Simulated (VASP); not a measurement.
# TeH2 in VASP: a series of runs

One molecule, TeH2, is run at these levels: PBE+TS, PBE, HSE06+D3(BJ), revPBE; tasks: atomic charges, electron localisation function, single point, relaxation of the atoms.

Program: VASP 6.6.1. These are calculated values, not measurements. Logs are shortened: lines on timing, memory, paths and dates and some standing lists are left out, and cuts for length are marked.

## 1. The molecule as given

The cell holds a molecule in a box, 3 atoms: a = 11.000 Å, b = 11.000 Å, c = 10.000 Å, α = 90.00°, β = 90.00°, γ = 90.00°.

## 2. Atomic charges, PBE+TS

File INCAR:

```
PREC = Accurate
ENCUT = 520
EDIFF = 1E-6
ISMEAR = 0
SIGMA = 0.01
LREAL = False
LASPH = True
NELM = 100
ALGO = Normal
ISIF = 2
LWAVE = False
LCHARG = False
GGA = PE
IVDW = 2
LORBIT = 11
```

File KPOINTS:

```
regular mesh
0
Gamma
  1 1 1
```

File POSCAR:

```
TeH2
1.0
   11.0000000000      0.0000000000      0.0000000000
    0.0000000000     11.0000000000      0.0000000000
    0.0000000000      0.0000000000     10.0000000000
Te H
1 2
Direct
    0.5657545500      0.4415863600      0.5429100000
    0.5360000000      0.5891500000      0.5436200000
    0.4366090900      0.4146681800      0.4631800000
```

Potentials or basis: VASP PAW PBE potentials, release 64 (Te, H).

The run is started by

```console
cat potpaw_PBE.64/Te/POTCAR potpaw_PBE.64/H/POTCAR > POTCAR
mpirun -np 1 vasp_gam > vasp.out
```

OUTCAR:

```text
PREC = Accurate
   ENCUT = 520
   EDIFF = 1E-6
   ISMEAR = 0
   LREAL = False
   LASPH = True
   NELM = 100
   ISIF = 2
   GGA = PE
   IVDW = 2
   LORBIT = 11
  IVDW =   2

 ion  position               nearest neighbor table
   1  0.566  0.442  0.543-   3 1.66   2 1.66
   2  0.536  0.589  0.544-   1 1.66
   3  0.437  0.415  0.463-   1 1.66

  LATTYP: Found a simple tetragonal cell.
 ALAT       =    11.0000000000
 C/A-ratio  =     0.9090909091

  Lattice vectors:

 A1 = (  11.0000000000,   0.0000000000,   0.0000000000)
 A2 = (   0.0000000000,  11.0000000000,   0.0000000000)
 A3 = (   0.0000000000,   0.0000000000,  10.0000000000)

Analysis of symmetry for initial positions (statically):
=====================================================================
 Subroutine PRICEL returns:
 Original cell was already a primitive cell.

 Routine SETGRP: Setting up the symmetry group for a
 simple tetragonal supercell.

 Subroutine GETGRP returns: Found  1 space group operations
 (whereof  1 operations were pure point group operations)
 out of a pool of 16 trial point group operations.

The static configuration has the point symmetry C_1 .

Analysis of symmetry for dynamics (positions and initial velocities):
=====================================================================
 Subroutine PRICEL returns:
 Original cell was already a primitive cell.

 Routine SETGRP: Setting up the symmetry group for a
 simple tetragonal supercell.

 Subroutine GETGRP returns: Found  1 space group operations
 (whereof  1 operations were pure point group operations)
 out of a pool of 16 trial point group operations.

The dynamic configuration has the point symmetry C_1 .

 Subroutine INISYM returns: Found  1 space group operations
 (whereof  1 operations are pure point group operations),
 and found     1 'primitive' translations

----------------------------------------------------------------------------------------

                                     Primitive cell

  volume of cell :    1210.0000

  direct lattice vectors                    reciprocal lattice vectors
    11.000000000  0.000000000  0.000000000     0.090909091  0.000000000  0.000000000
     0.000000000 11.000000000  0.000000000     0.000000000  0.090909091  0.000000000
     0.000000000  0.000000000 10.000000000     0.000000000  0.000000000  0.100000000

  length of vectors
    11.000000000 11.000000000 10.000000000     0.090909091  0.090909091  0.100000000

  position of ions in fractional coordinates (direct lattice)
     0.565754550  0.441586360  0.542910000
     0.536000000  0.589150000  0.543620000
     0.436609090  0.414668180  0.463180000

  ion indices of the primitive-cell ions
   primitive index   ion index
                 1           1
                 2           2
                 3           3

----------------------------------------------------------------------------------------

 KPOINTS: regular mesh

Automatic generation of k-mesh.
 Grid dimensions read from file:
 generate k-points for:    1    1    1

 Generating k-lattice:

  Cartesian coordinates                     Fractional coordinates (reciprocal lattice)
     0.090909091  0.000000000  0.000000000     1.000000000  0.000000000  0.000000000
     0.000000000  0.090909091  0.000000000     0.000000000  1.000000000  0.000000000
     0.000000000  0.000000000  0.100000000     0.000000000  0.000000000  1.000000000

  Length of vectors
     0.090909091  0.090909091  0.100000000

  Shift w.r.t. Gamma in fractional coordinates (k-lattice)
     0.000000000  0.000000000  0.000000000

 Subroutine IBZKPT returns following result:
 ===========================================

 Found      1 irreducible k-points:

 Following reciprocal coordinates:
            Coordinates               Weight
  0.000000  0.000000  0.000000      1.000000
   k-points           NKPTS =      1   k-points in BZ     NKDIM =      1   number of bands    NBANDS=      8
   number of dos      NEDOS =    301   number of ions     NIONS =      3
   total plane-waves  NPLWV = 564480
   dimension x,y,z NGX =    84 NGY =   84 NGZ =   80
   dimension x,y,z NGXF=   168 NGYF=  168 NGZF=  160
   ions per type =               1   2
   NGX,Y,Z   is equivalent  to a cutoff of  12.70, 12.70, 13.30 a.u.
   NGXF,Y,Z  is equivalent  to a cutoff of  25.39, 25.39, 26.60 a.u.
 SYSTEM =  unknown system
   PREC   = accura    normal or accurate (medium, high low for compatibility)
   ISTART =      0    job   : 0-new  1-cont  2-samecut
   ICHARG =      2    charge: 1-file 2-atom 10-const
   ISPIN  =      1    spin polarized calculation?
   LNONCOLLINEAR =      F non collinear calculations
   LSORBIT =      F    spin-orbit coupling
   LASPH  =      T    aspherical Exc in radial PAW
   ENCUT  =  520.0 eV  38.22 Ry    6.18 a.u.  20.45 20.45 18.59*2*pi/ulx,y,z
   NELM   =    100;   NELMIN=  2; NELMDL= -5     # of ELM steps
   EDIFF  = 0.1E-05   stopping-criterion for ELM
   LREAL  =      F    real-space projection
   EDIFFG = 0.1E-04   stopping-criterion for IOM
   NSW    =      0    number of steps for IOM
   IBRION =     -1    ionic relax: 0-MD 1-quasi-New 2-CG
   NFREE  =      0    steps in history (QN), initial steepest desc. (CG)
   ISIF   =      2    stress and relaxation
   ISYM   =      2    0-nonsym 1-usesym 2-fastsym
   POTIM  = 0.5000    time-step for ionic-motion
   TEBEG  =    0.0;   TEEND  =   0.0 temperature during run
   PSTRESS=    0.0 pullay stress
   NELECT =       8.0000    total number of electrons
   NUPDOWN=      -1.0000    fix difference up-down
   EMIN   =  10.00;   EMAX   =-10.00  energy-range for DOS
   EFERMI =   0.00;   METHOD = LEGACY
   ISMEAR =     0;   SIGMA  =   0.01  broadening in eV -4-tet -1-fermi 0-gaus
   EFERMI_NEDOS =   21; number of points for ismear=-14 and -15
   IALGO  =     38    algorithm
   IMIX   =      4    mixing-type and parameters
     AMIX     =   0.40;   BMIX     =  1.00
     AMIX_MAG =   1.60;   BMIX_MAG =  1.00
  volume/ion in A,a.u.               =     403.33      2721.83
  Fermi-wavevector in a.u.,A,eV,Ry     =   0.307263  0.580642  1.284530  0.094410
  Thomas-Fermi vector in A             =   1.181976
   LORBIT       =     11    0 simple, 1 ext, 2 COOP (PROOUT), +10 PAW based schemes
   GGA     = PE    functional components
   LHFCALC =     F    Hartree Fock is set to
   AEXX    =    0.0000 exact exchange contribution
   IVDW    =     2    specifies the selected vdW correction
   LEPSILON=     F    determine dielectric tensor
   LRPA    =     F    only Hartree local field effects (RPA)
 non-spin polarized calculation
 Gauss-broadening in eV      SIGMA  =   0.01
  energy-cutoff  :      520.00
  volume of cell :     1210.00
 maximum number of plane-waves:     16339
 NGX is ok and might be reduce to    84
   NGX = 41   NGY = 41   NGZ = 37

 number of electron       8.0000000 magnetization

 Free energy of the ion-electron system (eV)
  ---------------------------------------------------
  ext. energy  EPLUGINS =         0.00000000
  ---------------------------------------------------
  free energy    TOTEN  =        -9.10428517 eV

  energy without entropy =       -9.10428517  energy(sigma->0) =       -9.10428517

 E-fermi :  -5.1642     XC(G=0):  -0.8640

 val. band max:       -5.2356174331   @ k =   0.0000   0.0000   0.0000
 cond. band min:      -1.2788786528   @ k =   0.0000   0.0000   0.0000
 fundamental gap:      3.9567387803
 Fermi energy:        -5.1642266895

 k-point     1 :       0.0000    0.0000    0.0000
  band No.  band energies     occupation
      1     -15.8029      2.00000
      2      -9.2977      2.00000
      3      -7.9781      2.00000
      4      -5.2356      2.00000
      5      -1.2789      0.00000
      6      -0.9169      0.00000
      7       0.3277      0.00000
      8       0.9093      0.00000

------------------------ aborting loop because EDIFF is reached ----------------------------------------

  Hirshfeld charges:
            ion         q(e)
   ------------------------------
      1     Te       0.02934670
      2     H       -0.01481787
      3     H       -0.01452883

  Tkatchenko/Scheffler method for vdW energy calculation

  Number of pair interactions contributing to vdW energy:    2608

  Edisp (eV):   -0.00142

  FORCE on cell =-STRESS in cart. coord.  units (eV):
  Direction    XX          YY          ZZ          XY          YZ          ZX
  --------------------------------------------------------------------------------------
  -------------------------------------------------------------------------------------
  Total       0.40931     0.49277     0.11369    -0.05724     0.02856     0.22908
  in kB       0.54197     0.65248     0.15053    -0.07580     0.03781     0.30333
  external pressure =        0.45 kB  Pullay stress =        0.00 kB

 VOLUME and BASIS-vectors are now :
 -----------------------------------------------------------------------------
  energy-cutoff  :      520.00
  volume of cell :     1210.00
      direct lattice vectors                 reciprocal lattice vectors
    11.000000000  0.000000000  0.000000000     0.090909091  0.000000000  0.000000000
     0.000000000 11.000000000  0.000000000     0.000000000  0.090909091  0.000000000
     0.000000000  0.000000000 10.000000000     0.000000000  0.000000000  0.100000000

 POSITION                                       TOTAL-FORCE (eV/Angst)
 -----------------------------------------------------------------------------------
      6.22330      4.85745      5.42910         0.371872     -0.280724      0.169767
      5.89600      6.48065      5.43620        -0.087217      0.312399     -0.011184
      4.80270      4.56135      4.63180        -0.284654     -0.031675     -0.158583
 -----------------------------------------------------------------------------------
    total drift:                                0.000192     -0.000102     -0.000062

  FREE ENERGIE OF THE ION-ELECTRON SYSTEM (eV)
  ---------------------------------------------------
  free  energy   TOTEN  =        -9.1057087138 eV

  energy  without entropy=       -9.1057087138  energy(sigma->0) =       -9.10570871

 total charge

# of ion       s       p       d       tot
------------------------------------------
    1        1.364   2.053   0.047   3.465
    2        0.518   0.016   0.000   0.534
    3        0.518   0.016   0.000   0.534
--------------------------------------------------
tot          2.400   2.086   0.047   4.533
```

Run time: 90 s. Hardware: 1 thread of Intel Xeon Platinum 8559C (Emerald Rapids), shared host; peak memory 0.93 GiB.

Results:

| Item | Value |
| --- | --- |
| Free energy | -9.1057 eV |
| Largest force | 0.496 eV/Å |
| Gap between the frontier levels | 3.96 eV |
| Valence electrons inside the program's atomic spheres | Te 3.46; H 0.53 |
| Hirshfeld charges | Te +0.03; H -0.01 e |
| Dispersion energy per atom | 0.000 eV |

Forces on the atoms (eV/Å):
```
Te   0.372 -0.281  0.170
H   -0.087  0.312 -0.011
H   -0.285 -0.032 -0.159
```

Caveat: spin-orbit coupling is left out, which moves the levels of the heavy elements.

## 3. Electron localisation function, PBE

File INCAR:

```
ALGO = Normal
EDIFF = 1E-6
ENCUT = 520
GGA = PE
ISIF = 2
ISMEAR = 0
LASPH = T
LCHARG = T
LELF = T
LREAL = F
LWAVE = F
NELM = 100
PREC = Accurate
SIGMA = 0.01
```

File KPOINTS:

```
k-points
0
Gamma
  1 1 1
```

POSCAR is that of step 2.

Potentials or basis: VASP PAW PBE potentials, release 64 (Te, H).

The run is started by

```console
cat potpaw_PBE.64/Te/POTCAR potpaw_PBE.64/H/POTCAR > POTCAR
mpirun -np 1 vasp_gam > vasp.out
```

Run time: 92 s. Hardware: 1 thread of Intel Xeon Platinum 8559C (Emerald Rapids), shared host; peak memory 0.89 GiB.

The run converged. Its results:

```yaml
Free_energy: -9.1043 eV
Largest_force: 0.496 eV/Å
Gap_between_the_frontier_levels: 3.96 eV
```

Forces in eV/Å, atoms in the order of the input:
```
Te   0.372 -0.281  0.170
H   -0.088  0.311 -0.012
H   -0.284 -0.030 -0.158
```

Levels at points of the mesh, in eV from the valence-band top:
| k point | band 1 | band 2 | band 3 | band 4 | band 5 | band 6 | band 7 | band 8 |
| --- | --- | --- | --- | --- | --- | --- | --- | --- |
| (0.00, 0.00, 0.00) | -10.57 | -4.06 | -2.74 | 0.00 | 3.96 | 4.32 | 5.56 | 6.14 |

Caveat: spin-orbit coupling is left out, which moves the levels of the heavy elements. PBE gaps usually lie below the measured ones, often by a third to a half.

## 4. Single point, HSE06+D3(BJ)

POSCAR is that of step 3.

File INCAR.step1:

```
SYSTEM = TeH2
ALGO = Normal
EDIFF = 1E-5
ENCUT = 400
GGA = PE
ISIF = 2
ISMEAR = 0
LASPH = .TRUE.
LCHARG = .FALSE.
LREAL = .FALSE.
LWAVE = .TRUE.
NELM = 80
PREC = Accurate
SIGMA = 0.01
```

File INCAR.step2:

```
SYSTEM = TeH2
ALGO = Normal
EDIFF = 1E-6
ENCUT = 400
GGA = PE
HFSCREEN = 0.2
ISIF = 2
ISMEAR = 0
ISTART = 1
IVDW = 12
LASPH = .TRUE.
LCHARG = .FALSE.
LHFCALC = .TRUE.
LREAL = .FALSE.
LWAVE = .FALSE.
NELM = 80
PREC = Accurate
PRECFOCK = Fast
SIGMA = 0.01
VDW_A1 = 0.383
VDW_A2 = 5.685
VDW_S6 = 1.0
VDW_S8 = 2.31
```

File KPOINTS:

```
k-points
0
G
  1 1 1
  0 0 0
```

Potentials or basis: VASP PAW PBE potentials, release 64 (Te, H_s).

The run is started by

```console
cat potpaw_PBE.64/Te/POTCAR potpaw_PBE.64/H_s/POTCAR > POTCAR
cp INCAR.step1 INCAR
mpirun -np 1 vasp_gam > vasp.out
cp INCAR.step2 INCAR
mpirun -np 1 vasp_gam > vasp.out
```

Wall time 2.1 min (1 thread of Intel Xeon Platinum 8559C (Emerald Rapids), shared host); peak memory 0.78 GiB.

It converged, with:

- Free energy: -11.1664 eV
- Largest force: 0.041 eV/Å
- Gap between the frontier levels: 5.09 eV
- Dispersion energy per atom: -0.007 eV

Forces on the atoms (eV/Å):
```
Te   0.031 -0.023  0.015
H   -0.012  0.016 -0.004
H   -0.019  0.006 -0.011
```

Levels at points of the mesh, in eV from the valence-band top:
| k point | band 1 | band 2 | band 3 | band 4 | band 5 | band 6 | band 7 | band 8 |
| --- | --- | --- | --- | --- | --- | --- | --- | --- |
| (0.00, 0.00, 0.00) | -11.35 | -4.28 | -2.85 | 0.00 | 5.09 | 5.22 | 6.40 | 6.84 |

Caveat: the PAW data sets were made with another functional, which shifts forces and pressure a little; spin-orbit coupling is left out, which moves the levels of the heavy elements.

[end of part 1 of 2]
